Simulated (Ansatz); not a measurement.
Crystal: CsSnI3.

```
Cs I Sn
1.0
     6.20570    0.00000    0.00000
     0.00000    6.20570    0.00000
     0.00000    0.00000    6.20570
Cs I Sn
1 3 1
Direct
  0.00000 0.00000 0.00000
  0.50000 0.50000 0.00000
  0.50000 0.00000 0.50000
  0.00000 0.50000 0.50000
  0.50000 0.50000 0.50000
```

| Item | Value |
| --- | --- |
| Program | Ansatz 0.2.0 |
| Task | relaxation of cell and atoms |
| Functional | PBE |
| Potentials or basis | Ansatz PAW |
| Cutoff | 420 eV (not typed: the program's choice for these potentials) |
| k mesh | 5 × 5 × 5 |
| Occupations | fermi-dirac, width 0.05 eV |
| Spin | no spin polarisation |

At the start: volume 47.80 Å³/atom.

**Question.** Where does the relaxation end?

**Answer.** It ends after 4 steps and the volume is 49.30 Å³/atom (+3.1 %); space group Pm-3m (No. 221, to 0.05 Å).

Step by step:
```csv
step,energy change (eV),largest force (eV/Å),volume (Å³)
1,0.0000,0.0000,238.99
2,-0.0085,0.0000,242.55
3,-0.0117,0.0000,246.50
4,-0.0123,0.0000,246.50
```

Final structure:
```
CELL_PARAMETERS angstrom
6.27007 0.00000 0.00000
0.00000 6.27007 0.00000
0.00000 0.00000 6.27007
ATOMIC_POSITIONS crystal
Cs 0.00000 0.00000 0.00000
I 0.50000 0.50000 0.00000
I 0.50000 0.00000 0.50000
I 0.00000 0.50000 0.50000
Sn 0.50000 0.50000 0.50000
```

Caveat: the plane-wave basis is chosen anew once the cell has moved, so the energies of steps on either side of that aren't comparable.
